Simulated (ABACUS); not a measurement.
Runs of ABACUS 3.10.1 on Co. Symmetry: P6_3/mmc, No. 194, hexagonal system. Conventional cell: a = 2.472 Å, b = 2.472 Å, c = 4.021 Å, α = 90.00°, β = 90.00°, γ = 120.00°. Co (site symmetry -6m2) has 12 Co at 2.47 Å as nearest neighbours. 

```tsv
task	level	potentials or basis	cell	k mesh	cutoff (eV)	orbital files	SCF threshold on the density	eigensolver	symmetry key	threshold of the eigensolver	gap on the mesh (eV)	pressure (GPa)	moment (μB)	V0 of scaled cells (Å³/atom)	B0 (GPa)
equation of state	PBE	PseudoDojo NC SR 0.4.1 PBE standard, DZP LCAO (the cutoffs set its grid)	as given	12 × 12 × 7	1361	Co Co_confined-atom_7au_3s2p2d1f.orb	1e-07	genelpa	1	-	-	-	-	10.92	207
equation of state	PBE	PseudoDojo NC SR 0.4.1 PBE standard, TZDP LCAO (the cutoffs set its grid)	as given	12 × 12 × 7	1361	Co Co_confined-atom_7au_4s3p3d1f.orb	1e-07	genelpa	1	-	-	-	-	(a)	(b)
single point	PBE	PseudoDojo NC SR 0.4.1 PBE standard, DZP LCAO (the cutoffs set its grid)	atoms moved at random, drawn with an rms of 0.05 Å	12 × 12 × 7	1361	Co Co_confined-atom_7au_3s2p2d1f.orb	1e-07	genelpa	1	-	none	5.6	3.24	-	-
relaxation of cell and atoms	PW91	PseudoDojo NC SR 0.4.1 PBE standard, plane waves	relaxed	10 × 10 × 6	1320	-	1e-08	dav	1	-	none	-0.1	3.32	-	-
```

Alike in all rows: spin collinear, ferromagnetic start; smearing fermi-dirac 0.05 eV.

**Question.** Fill in the values left out.

**Answer.** (a) 10.93; (b) 209.

Caveats: the atomic orbitals were generated for these runs and aren't a published set (some runs); the basis of atomic orbitals isn't converged, which shifts pressures, moduli and gaps (some runs); the cell was scaled at fixed shape and fractional positions, which overstates the stiffness of a crystal with free parameters, most of all of layers and chains (some runs); the potentials were made for another functional, which shifts forces and pressure (some runs).

A gap of «none» marks a metal or a gap under the smearing width.
